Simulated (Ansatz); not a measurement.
Crystal: W.

```
W
1.0
    -1.58234    1.58234    1.58234
     1.58234   -1.58234    1.58234
     1.58234    1.58234   -1.58234
W
1
Direct
  0.00000 0.00000 0.00000
```

```yaml
Program: Ansatz 0.2.0
Task: relaxation of cell and atoms
Functional: RPBE
Dispersion: D3(BJ)
Potentials_or_basis: Ansatz PAW
Cutoff: "420 eV (not typed: the program's choice for these potentials)"
k_mesh: 12 × 12 × 12
Occupations: fermi-dirac, width 0.05 eV
Spin: no spin polarisation
```

At the start: volume 15.85 Å³/atom.

Problem. How do energy, volume and symmetry change on relaxing?

Solution. It ends after 6 steps and the volume is 14.06 Å³/atom (-11.3 %); space group Im-3m (No. 229, to 0.05 Å).

The path:
| step | energy change (eV) | largest force (eV/Å) | volume (Å³) |
| --- | --- | --- | --- |
| 1 | 0.0000 | 0.0000 | 15.85 |
| 2 | -0.2209 | 0.0000 | 13.64 |
| 3 | -0.2367 | 0.0000 | 14.14 |
| 4 | -0.2373 | 0.0000 | 14.06 |
| 5 | -0.2373 | 0.0000 | 14.06 |
| 6 | -0.2363 | 0.0000 | 14.06 |

Final structure:
```
W
1.0
    -1.52047    1.52047    1.52047
     1.52047   -1.52047    1.52047
     1.52047    1.52047   -1.52047
W
1
Direct
  0.00000 0.00000 0.00000
```

Caveat: the plane-wave basis is chosen anew once the cell has moved, so the energies of steps on either side of that aren't comparable; the volume moved by -11 % from the deposited cell, more than functionals usually miss; pairwise dispersion overbinds metals, which lowers pressure and volume; the PAW data sets come from PBE, with cores solved anew for the run's functional, which leaves a small shift of forces and pressure.
